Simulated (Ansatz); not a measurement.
Computed with DFT PBE, scalar-relativistic, plane waves, PAW (Ansatz 0.2.0). All cells share a 420 eV cutoff and Γ-centred k meshes spaced at most about 0.3 Å⁻¹ (about 0.25 or finer for metals, 2π included). No spin polarisation.

These are static total energies at zero pressure.

Two forms of RbH2 were relaxed alike.

1.

```
CELL_PARAMETERS angstrom
7.63275 0.00000 0.00000
-3.81638 6.61016 0.00000
0.00000 0.00000 7.34390
ATOMIC_POSITIONS crystal
Rb 0.30485 0.00000 0.33333
Rb 0.00000 0.30485 0.66667
Rb 0.69515 0.69515 0.00000
H 0.49957 0.52782 0.45492
H 0.47218 0.97175 0.78826
H 0.02825 0.50043 0.12159
H 0.52782 0.49957 0.54508
H 0.97175 0.47218 0.21174
H 0.50043 0.02825 0.87841
```

2.

```
CELL_PARAMETERS angstrom
5.43507 0.00000 0.00000
-2.71753 4.70691 0.00000
0.00000 0.00000 9.09968
ATOMIC_POSITIONS crystal
Rb 0.33333 0.66667 0.25000
Rb 0.66667 0.33333 0.75000
H 0.33333 0.66667 0.70799
H 0.66667 0.33333 0.20799
H 0.33333 0.66667 0.79201
H 0.66667 0.33333 0.29201
```

**Question.** Which is lower in energy, and by how much?

**Answer.** Cell 1 is lower, by 17 meV/atom. Cell 1 has space group P3_121 (No. 152), 41.2 Å³/atom and no gap on its mesh; cell 2 has space group P6_3/mmc (No. 194), 38.8 Å³/atom and no gap. Counting H atoms around Rb (those within 1.25 times the shortest such distance or 1.15 times the sum of covalent radii; a plus sign parts nearer from farther groups; the shortest distance is added where it is long for a bond), cell 1 has Rb 6+2 from 3.6 Å and cell 2 has Rb 6. Cell 1 and cell 2 both hold H–H pairs as short as in free H₂ molecules. The lower one is the more open, so pressure narrows the difference. Even the lower one lies +0.10 eV/atom against the reference forms of the elements (uncorrected), a margin that errors in the energy of the gaseous reference can exceed. Both come from invented guesses. The lowest form computed isn't among them: it has space group P4/nmm (No. 129), 43.8 Å³/atom and lies 65 meV/atom below the best shown.

The k mesh leaves some 4 meV/atom of noise in the energy of each metallic cell. With hydrogen, zero-point motion can shift such differences by 10 meV/atom or more. Cells relaxed within their symmetry can be saddle points. Some types were kept out of the candidates beforehand, so the set may lack a known form.
